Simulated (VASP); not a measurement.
A run of VASP 6.6.1:

INCAR

```
ALGO = Normal ; EDIFF = 1E-7
EDIFFG = -0.01 ; ENCUT = 600
IBRION = 2 ; ISIF = 3
ISMEAR = -1 ; LASPH = T
LCHARG = F ; LMIXTAU = T
LREAL = F ; LWAVE = F
METAGGA = R2SCAN ; NELM = 80
NSW = 40 ; PREC = Accurate
SIGMA = 0.05
```

File KPOINTS:

```
k-points
0
Gamma
  8 8 8
```

Contents of POSCAR:

```
AlAu
1.0
    3.2239420000      0.0000000000      0.0000000000
    0.0000000000      3.2239420000      0.0000000000
    0.0000000000      0.0000000000      3.2239420000
Au Al
1 1
Direct
    0.5000000000      0.5000000000      0.5000000000
    0.0000000000      0.0000000000      0.0000000000
```

Potentials or basis: VASP PAW PBE potentials, release 64 (Au, Al).

Launch:

```bash
$ cat potpaw_PBE.64/Au/POTCAR potpaw_PBE.64/Al/POTCAR > POTCAR
$ mpirun -np 1 vasp_std > vasp.out
```

Hardware: 1 thread of AMD EPYC 9R45 (Zen 5), with other jobs on the host.

Problem. How long does it take, and how much memory?

Solution. Wall time 120 s on 1 thread of AMD EPYC 9R45 (Zen 5) (shared host), peak memory 0.15 GiB. Counts: scf iterations 42, k points 35, ion steps 3.
